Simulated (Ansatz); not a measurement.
Crystal: Ge.

```
Ge
1.0
    -2.57449    2.57449    1.39741
     2.57449   -2.57449    1.39741
     2.57449    2.57449   -1.39741
Ge
2
Cartesian
  0.0000 0.0000 1.3974
  2.5745 0.0000 0.6987
```

This isn't the form of Ge at room conditions, which is diamond.

* Program: Ansatz 0.2.0
* Task: relaxation of cell and atoms
* Functional: PBEsol
* Dispersion: D4
* Potentials or basis: Ansatz PAW
* Cutoff: 420 eV (not typed: the program's choice for these potentials)
* k mesh: 11 × 11 × 11
* Occupations: fermi-dirac, width 0.05 eV
* Spin: no spin polarisation

At the start: volume 18.52 Å³/atom.

**Question.** Where does the relaxation end?

**Answer.** It ends after 5 steps and the volume is 17.94 Å³/atom (-3.1 %); space group I4_1/amd (No. 141, to 0.05 Å).

The path:
```
step  energy change (eV)  largest force (eV/Å)  volume (Å³)
   1              0.0000                0.0000        37.05
   2             -0.0088                0.0000        35.55
   3             -0.0096                0.0000        35.90
   4             -0.0096                0.0000        35.88
   5             -0.0094                0.0000        35.88
```

Final structure:
```cif
data_structure
_symmetry_space_group_name_H-M 'P 1'
_symmetry_Int_Tables_number 1
_cell_length_a 3.8607
_cell_length_b 3.8607
_cell_length_c 3.8607
_cell_angle_alpha 97.342
_cell_angle_beta 97.342
_cell_angle_gamma 138.109
_cell_volume 35.88
loop_
_atom_site_label
_atom_site_type_symbol
_atom_site_fract_x
_atom_site_fract_y
_atom_site_fract_z
_atom_site_occupancy
Ge1 Ge 0.50000 0.50000 0.00000 1
Ge2 Ge 0.25000 0.75000 0.50000 1
```

Caveat: the plane-wave basis is chosen anew once the cell has moved, so the energies of steps on either side of that aren't comparable; the PAW data sets come from PBE, with cores solved anew for the run's functional, which leaves a small shift of forces and pressure.
